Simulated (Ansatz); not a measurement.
# CoPdO2 (R-3m) in Ansatz: notebook, part 2 of 2

Ansatz 0.2.0. Earlier steps stand in the parts before.

### Step 3. Single point, r2SCAN, collinear spin, ferromagnetic start, 10.15 Å³/atom (volume scaled by 0.96)

Contents of input.yaml:

```yaml
crystal:
  lattice:
    - [1.4123403745, 0.8154150954, 5.877251279]
    - [-1.4123403745, 0.8154150954, 5.877251279]
    - [0.0, -1.6308301908, 5.877251279]
  atoms:
    - { symbol: Pd, position: [0.0, 0.0, 0.0] }
    - { symbol: Co, position: [0.5, 0.5, 0.5], spin: 2.0 }
    - { symbol: O, position: [0.112476, 0.112476, 0.112476] }
    - { symbol: O, position: [0.887524, 0.887524, 0.887524] }
hamiltonian:
  xc: r2scan
  pseudopotentials: { kind: paw }
magnetization:
  spin_polarized: true
kpoints:
  mp_grid: { grid: [11, 11, 11] }
scf:
  occupations: { method: fermi_dirac, width: 0.05 }
output:
  forces: true
  stress: true
  eigenvalues: true
```

Potentials or basis: Ansatz PAW.

Run with:

```bash
$ ansatz run input.yaml --threads 2 --pin off --max-ram 5632MiB --backend cpu --events-out ev --progress --plain --runs-dir out
```

It took 50 s on 2 threads of AMD EPYC 9R45 (Zen 5), shared host; peak memory 2 GiB.

It converged, with:

```yaml
Free_energy: -13253.5622 eV
Pressure: 1.9 GPa
Band_gap_on_the_k_mesh: none (metal or under the smearing width)
Net_moment: 0.00 μB per cell
Absolute_moment: 0.00 μB per cell
```

Caveat: the magnetic or orbital state may not be the lowest; the starting moments collapsed, and a magnetic state may lie lower; semilocal functionals often make such compounds metallic where correlation or magnetic order opens a gap, which also shifts bond lengths; the PAW data sets come from PBE, with cores solved anew for the run's functional, which leaves a small shift of forces and pressure; the starting moments weren't kept.

### Step 4. Single point, r2SCAN, collinear spin, ferromagnetic start, 10.36 Å³/atom (volume scaled by 0.98)

input.yaml, as its differences from that of step 3:

```diff
@@ -2,5 +2,5 @@
   lattice:
-    - [1.4123403745, 0.8154150954, 5.877251279]
-    - [-1.4123403745, 0.8154150954, 5.877251279]
-    - [0.0, -1.6308301908, 5.877251279]
+    - [1.4220809608, 0.8210388255, 5.9177853274]
+    - [-1.4220809608, 0.8210388255, 5.9177853274]
+    - [0.0, -1.642077651, 5.9177853274]
   atoms:
```

Run with:

```bash
$ ansatz run input.yaml --threads 2 --pin off --max-ram 5632MiB --backend cpu --events-out ev --progress --plain --runs-dir out
```

It took 49 s on 2 threads of AMD EPYC 9R45 (Zen 5), shared host; peak memory 2 GiB.

Results (log left out):

- Free energy: -13253.5589 eV
- Pressure: -3.0 GPa
- Band gap on the k mesh: none (metal or under the smearing width)
- Net moment: 0.00 μB per cell
- Absolute moment: 0.00 μB per cell

Caveat: the magnetic or orbital state may not be the lowest; the starting moments collapsed, and a magnetic state may lie lower; semilocal functionals often make such compounds metallic where correlation or magnetic order opens a gap, which also shifts bond lengths; the PAW data sets come from PBE, with cores solved anew for the run's functional, which leaves a small shift of forces and pressure; the starting moments weren't kept.

### Step 5. Single point, r2SCAN, collinear spin, ferromagnetic start, 10.58 Å³/atom

input.yaml, as its differences from that of step 4:

```diff
@@ -2,5 +2,5 @@
   lattice:
-    - [1.4220809608, 0.8210388255, 5.9177853274]
-    - [-1.4220809608, 0.8210388255, 5.9177853274]
-    - [0.0, -1.642077651, 5.9177853274]
+    - [1.4316899074, 0.8265865534, 5.9577715763]
+    - [-1.4316899074, 0.8265865534, 5.9577715763]
+    - [0.0, -1.6531731068, 5.9577715763]
   atoms:
@@ -23 +23,5 @@
   eigenvalues: true
+  write_density: true
+  write_potential: true
+  elf: true
+  volumetric_format: npy
```

Run with:

```bash
$ ansatz run input.yaml --threads 2 --pin off --max-ram 5632MiB --backend cpu --events-out ev --progress --plain --runs-dir out
```

It took 56 s on 2 threads of AMD EPYC 9R45 (Zen 5), shared host; peak memory 2.1 GiB.

The run converged. Its results:

```
Free energy            : -13253.5312 eV
Pressure               : -7.4 GPa
Band gap on the k mesh : none (metal or under the smearing width)
Net moment             : 0.00 μB per cell
Absolute moment        : 0.00 μB per cell
```

Caveat: the magnetic or orbital state may not be the lowest; the starting moments collapsed, and a magnetic state may lie lower; semilocal functionals often make such compounds metallic where correlation or magnetic order opens a gap, which also shifts bond lengths; the PAW data sets come from PBE, with cores solved anew for the run's functional, which leaves a small shift of forces and pressure; the starting moments weren't kept.

### Step 6. Single point, r2SCAN, collinear spin, ferromagnetic start, 10.79 Å³/atom (volume scaled by 1.02)

input.yaml, as its differences from that of step 5:

```diff
@@ -2,5 +2,5 @@
   lattice:
-    - [1.4316899074, 0.8265865534, 5.9577715763]
-    - [-1.4316899074, 0.8265865534, 5.9577715763]
-    - [0.0, -1.6531731068, 5.9577715763]
+    - [1.4411715738, 0.8320607961, 5.9972281671]
+    - [-1.4411715738, 0.8320607961, 5.9972281671]
+    - [0.0, -1.6641215921, 5.9972281671]
   atoms:
@@ -23,5 +23 @@
   eigenvalues: true
-  write_density: true
-  write_potential: true
-  elf: true
-  volumetric_format: npy
```

Potentials or basis: Ansatz PAW.

Run with:

```bash
$ ansatz run input.yaml --threads 2 --pin off --max-ram 5632MiB --backend cpu --events-out ev --progress --plain --runs-dir out
```

It took 54 s on 2 threads of AMD EPYC 9R45 (Zen 5), shared host; peak memory 2.1 GiB.

It converged, with:

```yaml
Free_energy: -13253.4819 eV
Pressure: -11.2 GPa
Band_gap_on_the_k_mesh: none (metal or under the smearing width)
Net_moment: 0.00 μB per cell
Absolute_moment: 0.00 μB per cell
```

Caveat: the magnetic or orbital state may not be the lowest; the starting moments collapsed, and a magnetic state may lie lower; semilocal functionals often make such compounds metallic where correlation or magnetic order opens a gap, which also shifts bond lengths; the PAW data sets come from PBE, with cores solved anew for the run's functional, which leaves a small shift of forces and pressure; the starting moments weren't kept.

### Step 7. Single point, r2SCAN, collinear spin, ferromagnetic start, 11.00 Å³/atom (volume scaled by 1.04)

input.yaml, as its differences from that of step 6:

```diff
@@ -2,5 +2,5 @@
   lattice:
-    - [1.4411715738, 0.8320607961, 5.9972281671]
-    - [-1.4411715738, 0.8320607961, 5.9972281671]
-    - [0.0, -1.6641215921, 5.9972281671]
+    - [1.450530093, 0.8374639396, 6.0361722983]
+    - [-1.450530093, 0.8374639396, 6.0361722983]
+    - [0.0, -1.6749278793, 6.0361722983]
   atoms:
```

Run with:

```bash
$ ansatz run input.yaml --threads 2 --pin off --max-ram 5632MiB --backend cpu --events-out ev --progress --plain --runs-dir out
```

Wall time 55 s (2 threads of AMD EPYC 9R45 (Zen 5), shared host); peak memory 2.1 GiB.

It converged, with:

```
Free energy            : -13253.4135 eV
Pressure               : -14.6 GPa
Band gap on the k mesh : none (metal or under the smearing width)
Net moment             : 0.00 μB per cell
Absolute moment        : 0.00 μB per cell
```

Caveat: the magnetic or orbital state may not be the lowest; the starting moments collapsed, and a magnetic state may lie lower; semilocal functionals often make such compounds metallic where correlation or magnetic order opens a gap, which also shifts bond lengths; the PAW data sets come from PBE, with cores solved anew for the run's functional, which leaves a small shift of forces and pressure; the starting moments weren't kept.

### Step 8. Single point, r2SCAN, collinear spin, ferromagnetic start, 11.21 Å³/atom (volume scaled by 1.06)

input.yaml, as its differences from that of step 7:

```diff
@@ -2,5 +2,5 @@
   lattice:
-    - [1.450530093, 0.8374639396, 6.0361722983]
-    - [-1.450530093, 0.8374639396, 6.0361722983]
-    - [0.0, -1.6749278793, 6.0361722983]
+    - [1.4597693873, 0.8427982487, 6.0746202923]
+    - [-1.4597693873, 0.8427982487, 6.0746202923]
+    - [0.0, -1.6855964974, 6.0746202923]
   atoms:
```

Run with:

```bash
$ ansatz run input.yaml --threads 2 --pin off --max-ram 5632MiB --backend cpu --events-out ev --progress --plain --runs-dir out
```

Wall time 60 s (2 threads of AMD EPYC 9R45 (Zen 5), shared host); peak memory 2.1 GiB.

The run converged. Its results:

| Quantity | Value |
| --- | --- |
| Free energy | -13253.3281 eV |
| Pressure | -17.6 GPa |
| Band gap on the k mesh | none (metal or under the smearing width) |
| Net moment | 0.00 μB per cell |
| Absolute moment | 0.00 μB per cell |

Caveat: the magnetic or orbital state may not be the lowest; the starting moments collapsed, and a magnetic state may lie lower; semilocal functionals often make such compounds metallic where correlation or magnetic order opens a gap, which also shifts bond lengths; the PAW data sets come from PBE, with cores solved anew for the run's functional, which leaves a small shift of forces and pressure; the starting moments weren't kept.

### Step 9. Equation of state, r2SCAN, collinear spin, ferromagnetic start

Potentials or basis: Ansatz PAW.

No new run: the results of the series are fitted here.

What came out:

```
Equilibrium volume                        : 10.23 Å³/atom
Bulk modulus at fixed shape and positions : 240 GPa
Pressure derivative of the bulk modulus   : 4.8
```

Energy against volume, from the lowest point:
| volume (Å³/atom) | energy (meV/atom) |
| --- | --- |
| 9.941 | 6.02 |
| 10.153 | 0.00 |
| 10.364 | 0.84 |
| 10.576 | 7.76 |
| 10.787 | 20.08 |
| 10.999 | 37.19 |
| 11.210 | 58.54 |

Caveat: the magnetic or orbital state may not be the lowest; the cell was scaled at fixed shape and fractional positions, which overstates the stiffness of a crystal with free parameters, most of all of layers and chains; the PAW data sets were made with another functional, which shifts forces and pressure a little.
